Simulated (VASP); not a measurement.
All values below come from LDA (Ceperley-Alder, Perdew-Zunger), VASP's LDA PAW potentials (set 64) (plane waves; VASP).

VASP ran on this input.

INCAR:
```
# general
SYSTEM   =  CsCl
PREC     =  Accurate
ENCUT    =  500   # plane-wave cut-off (eV)
LREAL    =  .FALSE.
LASPH    =  .TRUE.   # aspherical one-centre terms

# electronic loop
EDIFF    =  1E-6   # SCF stop (eV)
NELM     =  100
ALGO     =  Normal
LMAXMIX  =  4

# smearing
ISMEAR   =  0   # Gaussian
SIGMA    =  0.05

# ions
IBRION   =  2   # conjugate gradients
NSW      =  40
ISIF     =  3
EDIFFG   =  -0.02   # ionic stop
PSTRESS  =  300   # kbar

# output
LWAVE    =  .FALSE.
LCHARG   =  .FALSE.
```

POSCAR:
```
CsCl
1.0
  3.4606770549   0.0000000000   0.0000000000
  0.0000000000   3.4606770549   0.0000000000
  0.0000000000   0.0000000000   3.4606770549
Cs Cl
1 1
Cart
  0.0000000000   0.0000000000   0.0000000000
  1.7303385275   1.7303385275   1.7303385275
```

### KPOINTS
```
Automatic mesh
0
Gamma
8 8 8
0 0 0
```

POTCAR, in this order: Cs_sv Cl (LDA.64 set). Program: vasp_std.

The resulting files:

OSZICAR:
```
       N       E                     dE             d eps       ncg     rms          rms(c)
DAV:   1     0.879520011435E+02    0.87952E+02   -0.78328E+03   840   0.121E+03
DAV:   2    -0.173467871440E+01   -0.89687E+02   -0.83165E+02  1272   0.202E+02
DAV:   3    -0.628951145402E+01   -0.45548E+01   -0.45332E+01  1056   0.488E+01
DAV:   4    -0.632378928385E+01   -0.34278E-01   -0.34267E-01   984   0.506E+00
DAV:   5    -0.632419394970E+01   -0.40467E-03   -0.40464E-03  1044   0.535E-01    0.499E+00
DAV:   6    -0.601947953701E+01    0.30471E+00   -0.55110E-01   892   0.577E+00    0.290E+00
DAV:   7    -0.598434588913E+01    0.35134E-01   -0.17221E-01  1008   0.302E+00    0.136E+00
DAV:   8    -0.598150737077E+01    0.28385E-02   -0.16160E-02   964   0.990E-01    0.940E-02
DAV:   9    -0.598121868609E+01    0.28868E-03   -0.73818E-04   980   0.216E-01    0.466E-02
DAV:  10    -0.598120389865E+01    0.14787E-04   -0.11887E-04   992   0.817E-02    0.226E-02
DAV:  11    -0.598120285889E+01    0.10398E-05   -0.18887E-05   928   0.326E-02    0.600E-03
DAV:  12    -0.598120227258E+01    0.58630E-06   -0.28459E-06   912   0.145E-02
   1 F= 0.17793726E+01 E0= 0.17793726E+01  d E =0.177937E+01
```

File OUTCAR:
```
------------------------ aborting loop because EDIFF is reached ----------------------------------------
  FORCE on cell =-STRESS in cart. coord.  units (eV):
  Direction    XX          YY          ZZ          XY          YZ          ZX
  --------------------------------------------------------------------------------------
  Total        7.7374842      7.7374842      7.7374842      0.0000000      0.0000000     -0.0000000
  in kB      299.1073848    299.1073848    299.1073848      0.0000000      0.0000000     -0.0000000
  external PRESSURE =      -0.8926152 kB  Pullay stress =     300.0000000 kB
  volume of cell :       41.45
      direct lattice vectors                 reciprocal lattice vectors
     3.460677055  0.000000000  0.000000000     0.288960797  0.000000000  0.000000000
     0.000000000  3.460677055  0.000000000     0.000000000  0.288960797  0.000000000
     0.000000000  0.000000000  3.460677055     0.000000000  0.000000000  0.288960797
 POSITION                                       TOTAL-FORCE (eV/Angst)
 -----------------------------------------------------------------------------------
      0.00000      0.00000      0.00000         0.000000      0.000000      0.000000
      1.73034      1.73034      1.73034         0.000000      0.000000      0.000000
 -----------------------------------------------------------------------------------
    total drift:                                0.000000      0.000000      0.000000
  FREE ENERGIE OF THE ION-ELECTRON SYSTEM (eV)
  ---------------------------------------------------
  free  energy   TOTEN  =        -5.9812022726 eV

  energy  without entropy=       -5.9812022726  energy(sigma->0) =       -5.98120227
  enthalpy is  TOTEN    =         1.7793725915 eV   P V=        7.7605748641

 reached required accuracy - stopping structural energy minimisation
```
(Selected blocks of OUTCAR.)

The compound is CsCl in the CsCl type structure. It was relaxed first under an external pressure of 30 GPa.
